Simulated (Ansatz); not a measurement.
**Straining CsSnI3**

Method: DFT PBEsol, scalar-relativistic, plane waves, PAW (Ansatz 0.2.0). Run with 420 eV cutoff, 6×6×6 k-mesh, Gaussian smearing of 0.01 eV, no spin polarisation.

The relaxed crystal:

```
CELL_PARAMETERS angstrom
6.13407 0.00000 0.00000
0.00000 6.13407 0.00000
0.00000 0.00000 6.13407
ATOMIC_POSITIONS crystal
Cs 0.00000 0.00000 0.00000
Sn 0.50000 0.50000 0.50000
I 0.00000 0.50000 0.50000
I 0.50000 0.00000 0.50000
I 0.50000 0.50000 0.00000
```

Deformation: biaxial strain in the a-b plane, with the length and tilt of c and the atoms relaxed, all within the symmetry that the strain leaves. Energies are extrapolated to zero smearing. Stress is positive in compression, on the Cartesian axes of the cell above. Gaps are Kohn–Sham gaps over the whole zone.

Spin-orbit coupling is left out, which matters for the bands and energies of heavy elements.

```csv
strain (%),ΔE (meV/atom),a (Å),b (Å),c (Å),σxx (GPa),σyy (GPa),σzz (GPa),gap (eV)
-6.0,63.5,5.766,5.766,6.241,4.13,4.13,0.00,metal
-4.0,25.9,5.889,5.889,6.193,2.52,2.52,0.00,metal
-2.0,6.0,6.011,6.011,6.163,1.09,1.09,0.01,metal
+0.0,0.0,6.134,6.134,6.134,0.02,0.02,0.02,0.11
+2.0,5.0,6.257,6.257,6.110,-0.84,-0.84,0.01,0.21
+4.0,19.0,6.379,6.379,6.088,-1.49,-1.49,0.00,0.29
+6.0,39.9,6.502,6.502,6.065,-1.98,-1.98,0.00,0.36
```

Closed-shell ions balance this formula, and semilocal functionals make gaps too small, so «metal» can mean here that the functional has closed a real gap.